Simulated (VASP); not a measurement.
# InAs (Fm-3m) in VASP: a series of runs

Runs on InAs. Level: PBE. Tasks: single point.

Program: VASP 6.6.1. These are calculated values, not measurements. Logs are shortened: lines on timing, memory, paths and dates and some standing lists are left out, and cuts for length are marked.

## 1. The crystal as given

It takes space group Fm-3m (No. 225, cubic). Conventional cell: a = 5.755 Å, b = 5.755 Å, c = 5.755 Å, α = 90.00°, β = 90.00°, γ = 90.00°. In (site symmetry m-3m) has 6 As at 2.88 Å as nearest neighbours. As (site symmetry m-3m) has 6 In at 2.88 Å as nearest neighbours.

Measurements of this composition are mostly on another form, of space group No. 216.

## 2. Single point, PBE, spin-orbit coupling, no magnetisation

The input, INCAR:

```
  PREC = Accurate
  ENCUT = 520
  EDIFF = 1E-7
  ISMEAR = 0
  SIGMA = 0.02
  LREAL = False
  LASPH = True
  NELM = 100
  ALGO = Normal
  ISIF = 2
  LWAVE = False
  LCHARG = False
  MAGMOM = 0 0 0 0 0 0
  LORBIT = 11
  LSORBIT = True
  GGA_COMPAT = False
  GGA = PE
  NBANDS = 34
```

The input, KPOINTS:

```
regular mesh
0
Gamma
  7 7 7
```

The input, POSCAR:

```
InAs
1.0
    0.0000000000      2.8773040000      2.8773040000
    2.8773040000      0.0000000000      2.8773040000
    2.8773040000      2.8773040000      0.0000000000
In As
1 1
Direct
    0.5000000000      0.5000000000      0.5000000000
    0.0000000000      0.0000000000      0.0000000000
```

Potentials or basis: VASP PAW PBE potentials, release 64 (In_d, As).

The run is started by

```sh
$ cat potpaw_PBE.64/In_d/POTCAR potpaw_PBE.64/As/POTCAR > POTCAR
$ mpirun -np 1 vasp_ncl > vasp.out
```

OUTCAR:

```text
PREC = Accurate
   ENCUT = 520
   EDIFF = 1E-7
   ISMEAR = 0
   LREAL = False
   LASPH = True
   NELM = 100
   ISIF = 2
   LORBIT = 11
   LSORBIT = True
   GGA = PE

 Found     20 irreducible k-points:

 Following reciprocal coordinates:
            Coordinates               Weight
  0.000000  0.000000  0.000000      1.000000
  0.142857  0.000000  0.000000      8.000000
  0.285714  0.000000  0.000000      8.000000
  0.428571  0.000000  0.000000      8.000000
  0.142857  0.142857  0.000000      6.000000
  0.285714  0.142857  0.000000     24.000000
   k-points           NKPTS =     20   k-points in BZ     NKDIM =     20   number of bands    NBANDS=     34
   number of dos      NEDOS =    301   number of ions     NIONS =      2
   total plane-waves  NPLWV =  27000
   dimension x,y,z NGX =    30 NGY =   30 NGZ =   30
   dimension x,y,z NGXF=    60 NGYF=   60 NGZF=   60
   ions per type =               1   1
   NGX,Y,Z   is equivalent  to a cutoff of  12.26, 12.26, 12.26 a.u.
   NGXF,Y,Z  is equivalent  to a cutoff of  24.51, 24.51, 24.51 a.u.
 SYSTEM =  unknown system
   PREC   = accura    normal or accurate (medium, high low for compatibility)
   ISTART =      0    job   : 0-new  1-cont  2-samecut
   ICHARG =      2    charge: 1-file 2-atom 10-const
   ISPIN  =      1    spin polarized calculation?
   LNONCOLLINEAR =      T non collinear calculations
   LSORBIT =      T    spin-orbit coupling
   LASPH  =      T    aspherical Exc in radial PAW
   ENCUT  =  520.0 eV  38.22 Ry    6.18 a.u.   7.57  7.57  7.57*2*pi/ulx,y,z
   NELM   =    100;   NELMIN=  2; NELMDL= -5     # of ELM steps
   EDIFF  = 0.1E-06   stopping-criterion for ELM
   LREAL  =      F    real-space projection
   EDIFFG = 0.1E-05   stopping-criterion for IOM
   NSW    =      0    number of steps for IOM
   IBRION =     -1    ionic relax: 0-MD 1-quasi-New 2-CG
   NFREE  =      0    steps in history (QN), initial steepest desc. (CG)
   ISIF   =      2    stress and relaxation
   ISYM   =      2    0-nonsym 1-usesym 2-fastsym
   POTIM  = 0.5000    time-step for ionic-motion
   TEBEG  =    0.0;   TEEND  =   0.0 temperature during run
   PSTRESS=    0.0 pullay stress
   NELECT =      18.0000    total number of electrons
   NUPDOWN=      -1.0000    fix difference up-down
   EMIN   =  10.00;   EMAX   =-10.00  energy-range for DOS
   EFERMI =   0.00;   METHOD = LEGACY
   ISMEAR =     0;   SIGMA  =   0.02  broadening in eV -4-tet -1-fermi 0-gaus
   EFERMI_NEDOS =   21; number of points for ismear=-14 and -15
   IALGO  =     38    algorithm
   IMIX   =      4    mixing-type and parameters
     AMIX     =   0.40;   BMIX     =  1.00
     AMIX_MAG =   1.60;   BMIX_MAG =  1.00
  volume/ion in A,a.u.               =      23.82       160.75
  Fermi-wavevector in a.u.,A,eV,Ry     =   1.183505  2.236499 19.057448  1.400683
  Thomas-Fermi vector in A             =   2.319738
   LORBIT       =     11    0 simple, 1 ext, 2 COOP (PROOUT), +10 PAW based schemes
   GGA     = PE    functional components
   LHFCALC =     F    Hartree Fock is set to
   AEXX    =    0.0000 exact exchange contribution
   IVDW    =     0    specifies the selected vdW correction
   LEPSILON=     F    determine dielectric tensor
   LRPA    =     F    only Hartree local field effects (RPA)
 Gauss-broadening in eV      SIGMA  =   0.02
  energy-cutoff  :      520.00
  volume of cell :       47.64
 maximum number of plane-waves:      2614
 NGX is ok and might be reduce to    30
   NGX = 15   NGY = 15   NGZ = 15

 number of electron      18.0000000 magnetization       0.0000000      0.0000000      0.0000000

 number of electron      18.0000002 magnetization       0.0000000     -0.0000000      0.0000000

 number of electron      18.0000002 magnetization      -0.0000000     -0.0000000      0.0000000

 Free energy of the ion-electron system (eV)
  ---------------------------------------------------
  ext. energy  EPLUGINS =         0.00000000
  ---------------------------------------------------
  free energy    TOTEN  =        -7.38492892 eV

  energy without entropy =       -7.38461461  energy(sigma->0) =       -7.38477176

 E-fermi :   5.9933     XC(G=0): -10.0951

 val. band max:        5.9686181212   @ k =   0.4286   0.0000   0.0000
 cond. band min:       5.9963697202   @ k =   0.2857   0.0000   0.0000
 fundamental gap:      0.0277515990
 Fermi energy:         5.9933412210

 k-point     1 :       0.0000    0.0000    0.0000
  band No.  band energies     occupation
      1      -8.8866      1.00000
      2      -8.8866      1.00000
      3      -8.8866      1.00000
      4      -8.8866      1.00000
      5      -8.0403      1.00000
      6      -8.0403      1.00000
[... 22 lines left out ...]
     29      13.6423      0.00000
     30      13.6423      0.00000

 k-point     2 :       0.1429    0.0000    0.0000
  band No.  band energies     occupation
      1      -8.8890      1.00000
      2      -8.8890      1.00000
      3      -8.8838      1.00000
      4      -8.8838      1.00000
      5      -8.0485      1.00000
      6      -8.0485      1.00000
[... 22 lines left out ...]
     29      13.7329      0.00000
     30      13.7329      0.00000

 k-point     3 :       0.2857    0.0000    0.0000
  band No.  band energies     occupation
      1      -8.8949      1.00000
      2      -8.8949      1.00000
      3      -8.8783      1.00000
      4      -8.8783      1.00000
      5      -8.0674      1.00000
      6      -8.0674      1.00000
[... 22 lines left out ...]
     29      15.0639      0.00000
     30      15.0639      0.00000

 k-point     4 :       0.4286    0.0000    0.0000
  band No.  band energies     occupation
      1      -8.9004      1.00000
      2      -8.9004      1.00000
      3      -8.8748      1.00000
      4      -8.8748      1.00000
      5      -8.0826      1.00000
      6      -8.0826      1.00000
[... 22 lines left out ...]
     29      17.0235      0.00000
     30      17.0235      0.00000

 k-point     5 :       0.1429    0.1429    0.0000
  band No.  band energies     occupation
      1      -8.8906      1.00000
      2      -8.8906      1.00000
      3      -8.8844      1.00000
      4      -8.8844      1.00000
      5      -8.0542      1.00000
      6      -8.0542      1.00000
[... 22 lines left out ...]
     29      15.0007      0.00000
     30      15.0007      0.00000

 k-point     6 :       0.2857    0.1429    0.0000
  band No.  band energies     occupation
      1      -8.8984      1.00000
      2      -8.8984      1.00000
      3      -8.8815      1.00000
      4      -8.8815      1.00000
      5      -8.0733      1.00000
      6      -8.0733      1.00000
[... 22 lines left out ...]
     29      15.7318      0.00000
     30      15.7318      0.00000

 [... further k-points ...]

 [bands above 30 left out]

------------------------ aborting loop because EDIFF is reached ----------------------------------------

  FORCE on cell =-STRESS in cart. coord.  units (eV):
  Direction    XX          YY          ZZ          XY          YZ          ZX
  --------------------------------------------------------------------------------------
  -------------------------------------------------------------------------------------
  Total       -0.0460080     -0.0460080     -0.0460080      0.0000000      0.0000000     -0.0000000
  in kB       -1.5472369     -1.5472369     -1.5472369      0.0000000      0.0000000     -0.0000000
  external PRESSURE =      -1.5472369 kB  Pullay stress =       0.0000000 kB

 VOLUME and BASIS-vectors are now :
 -----------------------------------------------------------------------------
  energy-cutoff  :      520.00
  volume of cell :       47.64
      direct lattice vectors                 reciprocal lattice vectors
     0.000000000  2.877304000  2.877304000    -0.173773783  0.173773783  0.173773783
     2.877304000  0.000000000  2.877304000     0.173773783 -0.173773783  0.173773783
     2.877304000  2.877304000  0.000000000     0.173773783  0.173773783 -0.173773783

 POSITION                                       TOTAL-FORCE (eV/Angst)
 -----------------------------------------------------------------------------------
      2.87730      2.87730      2.87730        -0.000000      0.000000     -0.000000
      0.00000      0.00000      0.00000         0.000000     -0.000000      0.000000
 -----------------------------------------------------------------------------------
    total drift:                                0.000000      0.000000      0.000000

  FREE ENERGIE OF THE ION-ELECTRON SYSTEM (eV)
  ---------------------------------------------------
  free  energy   TOTEN  =        -7.3849289181 eV

  energy  without entropy=       -7.3846146080  energy(sigma->0) =       -7.38477176

 Spin-Orbit-Coupling matrix elements

 Ion:    1  E_soc:     -0.0672152
 l=   1
     0.0000000    -0.0049996    -0.0049996
    -0.0049996     0.0000000    -0.0049996
    -0.0049996    -0.0049996     0.0000000
 l=   2
     0.0000000    -0.0012664     0.0000000    -0.0012664    -0.0049365
    -0.0012664     0.0000000    -0.0037024    -0.0012664    -0.0012341
     0.0000000    -0.0037024     0.0000000    -0.0037024     0.0000000
    -0.0012664    -0.0012664    -0.0037024     0.0000000    -0.0012341
    -0.0049365    -0.0012341     0.0000000    -0.0012341     0.0000000
 l=   3
     0.0000000     0.0000000     0.0000000     0.0000000     0.0000000     0.0000000     0.0000000
     0.0000000     0.0000000     0.0000000     0.0000000     0.0000000     0.0000000     0.0000000
     0.0000000     0.0000000     0.0000000     0.0000000     0.0000000     0.0000000     0.0000000
     0.0000000     0.0000000     0.0000000     0.0000000     0.0000000     0.0000000     0.0000000
     0.0000000     0.0000000     0.0000000     0.0000000     0.0000000     0.0000000     0.0000000
     0.0000000     0.0000000     0.0000000     0.0000000     0.0000000     0.0000000     0.0000000
     0.0000000     0.0000000     0.0000000     0.0000000     0.0000000     0.0000000     0.0000000

 Ion:    2  E_soc:     -0.0352676
 l=   1
     0.0000000    -0.0058795    -0.0058795
    -0.0058795     0.0000000    -0.0058795
    -0.0058795    -0.0058795     0.0000000
 l=   2
     0.0000000    -0.0000009     0.0000000    -0.0000009     0.0000025
    -0.0000009     0.0000000     0.0000019    -0.0000009     0.0000006
     0.0000000     0.0000019     0.0000000     0.0000019     0.0000000
    -0.0000009    -0.0000009     0.0000019     0.0000000     0.0000006
     0.0000025     0.0000006     0.0000000     0.0000006     0.0000000
 l=   3
     0.0000000     0.0000000     0.0000000     0.0000000     0.0000000     0.0000000     0.0000000
     0.0000000     0.0000000     0.0000000     0.0000000     0.0000000     0.0000000     0.0000000
     0.0000000     0.0000000     0.0000000     0.0000000     0.0000000     0.0000000     0.0000000
     0.0000000     0.0000000     0.0000000     0.0000000     0.0000000     0.0000000     0.0000000
     0.0000000     0.0000000     0.0000000     0.0000000     0.0000000     0.0000000     0.0000000
     0.0000000     0.0000000     0.0000000     0.0000000     0.0000000     0.0000000     0.0000000
     0.0000000     0.0000000     0.0000000     0.0000000     0.0000000     0.0000000     0.0000000

 total charge

# of ion       s       p       d       tot
------------------------------------------
    1        0.877   0.558   9.879  11.314
    2        1.263   1.439   0.023   2.725
--------------------------------------------------
tot          2.141   1.996   9.902  14.039

 magnetization (x)

# of ion       s       p       d       tot
------------------------------------------
    1        0.000   0.000   0.000   0.000
    2        0.000  -0.000   0.000  -0.000
--------------------------------------------------
tot          0.000  -0.000   0.000  -0.000

 magnetization (y)

# of ion       s       p       d       tot
------------------------------------------
    1        0.000   0.000  -0.000  -0.000
    2        0.000   0.000   0.000   0.000
--------------------------------------------------
tot          0.000   0.000  -0.000   0.000

 magnetization (z)

# of ion       s       p       d       tot
------------------------------------------
    1        0.000   0.000   0.000   0.000
    2        0.000   0.000   0.000   0.000
--------------------------------------------------
tot          0.000   0.000   0.000   0.000
```

Run time: 50 s. Hardware: 1 thread of Intel Xeon Platinum 8488C (Sapphire Rapids), shared host; peak memory 0.29 GiB.

These settings aren't checked as converged: the numbers below hold their error.

What came out:

| Quantity | Value |
| --- | --- |
| Free energy | -7.3849 eV |
| Pressure | -0.2 GPa |
| Valence electrons inside the program's atomic spheres | In 11.31; As 2.73 |

(Continued in part 2 of 2.)
